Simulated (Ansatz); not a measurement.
Data:

```
LaAlO3
1.0
    2.68625     1.55091     4.36402
   -2.68625     1.55091     4.36402
    0.00000    -3.10182     4.36402
La Al O
2 2 6
Direct
  0.25000   0.25000   0.25000
  0.75000   0.75000   0.75000
  0.00000   0.00000   0.00000
  0.50000   0.50000   0.50000
  0.78761   0.71239   0.25000
  0.25000   0.78761   0.71239
  0.71239   0.25000   0.78761
  0.21239   0.28761   0.75000
  0.75000   0.21239   0.28761
  0.28761   0.75000   0.21239
```

No spin polarisation.

Method: PBEsol in Ansatz (plane waves to 420 eV, PAW, without spin-orbit coupling). k-mesh 8×8×8 (Γ-centred); smearing 0.05 eV (Fermi–Dirac).

Question: Predict the smallest direct gap.

Answer: 3.99 eV.

Question: What band gap does the calculation give?

Answer: 3.96 eV.

Load acts through the strain it causes; cell and atoms are relaxed under it. Whether these cells are dynamically stable was not tested. The cell was made from LaAlO3 (space group R-3c, No. 167) by this change: pressure −2 GPa.

Ansatz is a program for electronic structure.
